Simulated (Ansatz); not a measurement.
Input, command and steps of an Ansatz relaxation.

```yaml
crystal:
  lattice:
    - [2.079952695, -5.991296865, 0.0]
    - [2.079952695, 5.991296865, 0.0]
    - [0.0, 0.0, 4.27932094]
  atoms:
    - { symbol: Pb, position: [0.86943665, 0.13056335, 0.75] }
    - { symbol: Pb, position: [0.13056335, 0.86943665, 0.25] }
    - { symbol: S, position: [0.64520291, 0.35479709, 0.75] }
    - { symbol: S, position: [0.35479709, 0.64520291, 0.25] }
basis:
  ecutwfc: 500
kpoints:
  mp_grid: { grid: [8, 8, 6] }
hamiltonian:
  xc: r2scan
scf:
  occupations: { method: gaussian, width: 0.02 }
output:
  forces: true
  stress: true
  eigenvalues: true
  write_density: true
  write_potential: true
  elf: true
  volumetric_format: npy
relax:
  adjacent_minimum: "off"
  f_tol: 0.005
  max_steps: 80
  cell: { stress_tol: 0.05 }
```

```bash
ansatz run input.yaml --threads 1 --pin off --max-ram 2560MiB --backend cpu --events-out ev --progress --plain --runs-dir out
```

The calculation used Ansatz 0.2.0, DFT r2SCAN, scalar-relativistic, plane waves, PAW.

Of 5 frames 4 are shown, positions in Å and forces in eV/Å; the SCF threshold varies from step to step. Steps run on the plane waves of an earlier cell, with a Pulay correction in the pressure. The basis is chosen afresh for the last frame, the zero of the energies, and at times for earlier ones too; energy and pressure step there, also at an unchanged geometry.

```xyz
4
Lattice="2.0800 -5.9913 0.0000 2.0800 5.9913 0.0000 0.0000 0.0000 4.2793" Properties=species:S:1:pos:R:3:forces:R:3 pbc="T T T" step=1 free_energy_over_end_meV_per_atom=0.10 pressure_GPa=-0.05
Pb    2.0800   -4.4268    3.2095    0.0000    0.0108    0.0000
Pb    2.0800    4.4268    1.0698    0.0000   -0.0108    0.0000
S     2.0800   -1.7399    3.2095    0.0000   -0.0366    0.0000
S     2.0800    1.7399    1.0698    0.0000    0.0366    0.0000
4
Lattice="2.0809 -6.0005 0.0000 2.0809 6.0005 0.0000 0.0000 0.0000 4.2732" Properties=species:S:1:pos:R:3:forces:R:3 pbc="T T T" step=2 free_energy_over_end_meV_per_atom=0.07 pressure_GPa=-0.02
Pb    2.0809   -4.4421    3.2049    0.0000    0.0190    0.0000
Pb    2.0809    4.4421    1.0683    0.0000   -0.0190    0.0000
S     2.0809   -1.7623    3.2049    0.0000    0.0175    0.0000
S     2.0809    1.7623    1.0683    0.0000   -0.0175    0.0000
4
Lattice="2.0811 -6.0049 0.0000 2.0811 6.0049 0.0000 0.0000 0.0000 4.2716" Properties=species:S:1:pos:R:3:forces:R:3 pbc="T T T" step=3 free_energy_over_end_meV_per_atom=0.01 pressure_GPa=0.05
Pb    2.0811   -4.4366    3.2037    0.0000   -0.0115    0.0000
Pb    2.0811    4.4366    1.0679    0.0000    0.0115    0.0000
S     2.0811   -1.7571    3.2037    0.0000    0.0060    0.0000
S     2.0811    1.7571    1.0679    0.0000   -0.0060    0.0000
4
Lattice="2.0824 -6.0026 0.0000 2.0824 6.0026 0.0000 0.0000 0.0000 4.2720" Properties=species:S:1:pos:R:3:forces:R:3 pbc="T T T" step=5 free_energy_over_end_meV_per_atom=0.00 pressure_GPa=-0.01
Pb    2.0824   -4.4365    3.2040    0.0000    0.0017    0.0000
Pb    2.0824    4.4365    1.0680    0.0000   -0.0017    0.0000
S     2.0824   -1.7552    3.2040    0.0000   -0.0021    0.0000
S     2.0824    1.7552    1.0680    0.0000    0.0021    0.0000
```

Time: 120 s on 1 thread of Arm Neoverse V2, with other jobs on the host, peak memory 0.85 GiB.

Spin–orbit coupling is left out, which can shift energies with elements as heavy as these.